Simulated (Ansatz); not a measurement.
**TaC (Fm-3m): elasticity against pressure**

```xyz
2
Lattice="0.0000 2.2201 2.2201 2.2201 0.0000 2.2201 2.2201 2.2201 0.0000" Properties=species:S:1:pos:R:3 pbc="T T T"
Ta    0.0000    0.0000    0.0000
C     2.2201    2.2201    2.2201
```

This is the zero-pressure cell. At each pressure cell and atoms are relaxed in this structure, and the constants are slopes of the stress at strains of ±0.005 with relaxed ions (the coefficients that govern stability under load). Level: PBEsol, PAW on Ansatz 0.2.0's default frozen-core files (fitted under PBE), scalar-relativistic; k mesh 18×18×18, strains of ±0.005, Fermi-Dirac smearing of 0.080 eV, cutoff 420 eV. P is the pressure of the relaxed cell, less that of this one.

```tsv
P (GPa)	V/V₀	C11 (GPa)	C12 (GPa)	C44 (GPa)
0.00	1.0000	761.0	135.6	174.3
1.00	0.9971	770.5	137.1	174.9
1.99	0.9943	779.7	138.7	175.4
4.01	0.9887	798.6	141.7	176.6
6.96	?	?	?	?
10.01	0.9729	853.8	150.9	180.0
15.01	0.9606	899.1	158.5	182.8
```

**Question.** Does the bulk modulus from the constants agree with the pressure-volume curve?

**Answer.** A third-order Birch-Murnaghan fit to the volumes shown (F against f, f = [(V₀/V)^(2/3) − 1]/2) gives B₀ = 344.0 GPa and B′ = 4.2. Its −V dP/dV stands beside (C11 + 2C12)/3:

```csv
P (GPa),from P(V),from the constants
0.00,344.0,344.1
1.00,348.2,348.3
1.99,352.3,352.3
4.01,360.6,360.7
10.01,385.1,385.2
15.01,405.2,405.4
```

**Question.** What are the pressure derivatives at zero pressure?

**Answer.** Slopes at V₀ of quadratic fits in −ln(V/V₀) through the first four rows shown, divided by B₀: dC11/dP = 9.5, dC12/dP = 1.5, dC44/dP = 0.6. The mean slopes up to 2.0 GPa are 9.4, 1.5, 0.6; curvature and scatter of the constants part the two. The combination (dC11/dP + 2 dC12/dP)/3 = 4.2 stands against B′.

**Question.** Fill the row at 6.96 GPa.

**Answer.** Cubic fits in −ln(V/V₀) through all rows shown give C11 = 825.9, C12 = 146.2, C44 = 178.3 GPa. Computed: V/V₀ = 0.9807, C11 (GPa) = 825.9, C12 (GPa) = 146.2, C44 (GPa) = 178.4.

**Question.** Does a shear stiffness soften?

**Answer.** C44 goes from 174.3 to 182.8 GPa; (C11 − C12)/2 goes from 312.7 to 370.3 GPa. Neither ends more than 3 % under its start, and the lattice stays mechanically stable over this range.

Known limits: no other phase was computed; many crystals of this kind change structure within this range, and rows or crossings beyond such a change describe a metastable lattice; frozen-core PAW files fitted under PBE, their cores solved anew for the functional of the run; responses of metals move with mesh and smearing; no spin-orbit coupling on heavy atoms; phonons weren't checked at these pressures.
